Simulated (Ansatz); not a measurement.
CuAu3 under changes of volume

One of the cells (15.761 Å³/atom); the others are scaled copies at fixed shape and fractional positions:

```
Au Cu
1.0
     3.98000    0.00000    0.00000
     0.00000    3.98000    0.00000
     0.00000    0.00000    3.98000
Au Cu
3 1
Direct
  0.50000 0.50000 0.00000
  0.50000 0.00000 0.50000
  0.00000 0.50000 0.50000
  0.00000 0.00000 0.00000
```

- Program: Ansatz 0.2.0
- Functional: r2SCAN
- Potentials or basis: Ansatz PAW
- Cutoff: 500 eV (not typed: the program's choice for these potentials)
- k mesh: 7 × 7 × 7
- Occupations: fermi-dirac, width 0.05 eV
- Spin: no spin polarisation

```tsv
volume (Å³/atom)	energy over the lowest point (meV/atom)	pressure (GPa)
14.816	58.72	16.4
15.131	31.53	11.5
15.446	13.42	7.2
15.761	?	?
16.076	0.00	0.1
16.392	2.75	-2.7
16.707	10.55	-5.1
```

What does the run at 15.761 Å³/atom give?

Energy over the lowest point 3.24 meV/atom; pressure 3.4 GPa.

Worked out: A Birch-Murnaghan fit of order 3 (a polynomial in V^(-2/3)) to the other rows has its minimum at 16.08 Å³/atom with B0 = V·E''(V) = 154 GPa and B' = 6.4. It gives 3.29 meV/atom at 15.761 Å³/atom, against the run's 3.24, and -dE/dV = 3.3 GPa, against 3.4.

Energies are extrapolated to zero smearing.

Caveats: the PAW data sets come from PBE, with cores solved anew for the run's functional, which leaves a small shift of forces and pressure.
